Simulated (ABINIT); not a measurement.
PbSe (Clausthalite):

```xyz
2
Lattice="0.0000 3.0606 3.0606 3.0606 0.0000 3.0606 3.0606 3.0606 0.0000" Properties=species:S:1:pos:R:3 pbc="T T T"
Pb    0.0000    0.0000    0.0000
Se    3.0606    3.0606    3.0606
```

Base run:

- Program: ABINIT 10.8.3 (patched build)
- Functional: PBE
- Potentials or basis: SG15 NC PBE v1.2
- Cutoff: 490 eV
- k mesh: 6 × 6 × 6
- Occupations: fixed
- Spin: no spin polarisation

Its results: band gap on the k mesh 0.28 eV, direct; pressure 2.4 GPa.

Task: The run is repeated on the same cell with these changes: functional from PBE to HSE06. What comes out?

Result: Band gap on the k mesh 0.57 eV, direct; pressure 0.5 GPa.

HSE06 gives the wider gap, since exact exchange removes part of the self-interaction.

Caveats: spin-orbit coupling is left out, which as a rule narrows the gap of such compounds by several tenths of an eV; Libxc's HSE differs a little from that of other programs (some runs); the potentials were made for another functional, which shifts forces and pressure (some runs).

A k mesh can miss the band edges.
